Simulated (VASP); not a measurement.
A run of VASP 6.6.1:

Contents of INCAR:

```
ALGO = Normal
EDIFF = 1E-7
ENCUT = 520
GGA = PE
ISIF = 2
ISMEAR = -1
LASPH = True
LCHARG = False
LREAL = False
LWAVE = False
NBANDS = 64
NELM = 100
PREC = Accurate
SIGMA = 0.05
```

The input KPOINTS:

```
k-points
0
Gamma
  9 9 1
```

The input POSCAR:

```
Te2Mo
1.0
    3.5613831954      0.0000000000      0.0000000000
   -1.7806915977      3.0842483198      0.0000000000
    0.0000000000      0.0000000000     38.9902681400
Te Mo
8 4
Direct
    0.3404400000      0.6581160000      0.3293820000
    0.3273270000      0.6546780000      0.9512580000
    0.6738110000      0.3436570000      0.1402370000
    0.6525130000      0.3545080000      0.7631820000
    0.6598700000      0.3380190000      0.0478980000
    0.6726800000      0.3411930000      0.6714890000
    0.3346980000      0.6596930000      0.2375970000
    0.3282160000      0.6712320000      0.8600350000
    0.6753040000      0.3462090000      0.2828890000
    0.6541460000      0.3236150000      0.9061710000
    0.3245760000      0.6784950000      0.0938000000
    0.3268100000      0.6553460000      0.7180520000
```

Potentials or basis: VASP PAW PBE potentials, release 64 (Te, Mo_sv).

The run is started by

```console
$ cat potpaw_PBE.64/Te/POTCAR potpaw_PBE.64/Mo_sv/POTCAR > POTCAR
$ mpirun -np 1 vasp_std > vasp.out
```

Hardware: 1 thread of Intel(R) Xeon(R) 6975P-C (Granite Rapids), with other jobs on the host.

Q: Estimate the wall time of this run.

A: Run time: 26 min on 1 thread of Intel(R) Xeon(R) 6975P-C (Granite Rapids), with other jobs on the host, peak memory 1 GiB. Counts: scf iterations 29, k points 41.
